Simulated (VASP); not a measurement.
Crystal: Te.

```
CELL_PARAMETERS angstrom
2.30590 1.33131 1.69095
-2.30590 1.33131 1.69095
0.00000 -2.66263 1.69095
ATOMIC_POSITIONS crystal
Te 0.50000 0.50000 0.50000
```

This isn't the form of Te at room conditions, which is trigonal, of chains.

```yaml
Program: VASP 6.6.1
Task: relaxation of cell and atoms
Functional: PBE
Dispersion: dDsC
Potentials_or_basis: VASP PAW PBE potentials, release 64 (Te)
Cutoff: 600 eV
k_mesh: 9 × 9 × 9
Occupations: fermi-dirac, width 0.05 eV
Spin: no spin polarisation
```

At the start: pressure 0.8 GPa; volume 31.15 Å³/atom.

Q: Where does the relaxation end?

A: Over 13 steps the energy falls by 6.7 meV/atom and the volume is 31.79 Å³/atom (+2.1 %); space group R-3m (No. 166, to 0.05 Å).

The path:
```csv
step,energy change (eV),largest force (eV/Å),pressure (GPa),volume (Å³)
1,0.0000,0.0000,0.80,31.15
2,-0.0052,0.0000,-0.46,31.85
3,-0.0050,0.0000,-0.38,31.81
4,-0.0039,0.0000,-0.02,31.60
5,-0.0039,0.0000,-0.02,31.59
6,-0.0022,0.0000,0.39,31.37
7,-0.0038,0.0000,0.02,31.58
8,-0.0040,0.0000,0.01,31.59
9,-0.0046,0.0000,0.00,31.63
10,-0.0056,0.0000,-0.02,31.71
11,-0.0071,0.0000,-0.13,31.85
12,-0.0052,0.0000,0.37,31.58
13,-0.0067,0.0000,-0.02,31.79
```

Final structure:
```
Te
1.0
     2.27870    1.31561    1.76735
    -2.27870    1.31561    1.76735
     0.00000   -2.63121    1.76735
Te
1
Direct
  0.50000 0.50000 0.50000
```

Caveat: pairwise dispersion overbinds metals, which lowers pressure and volume.
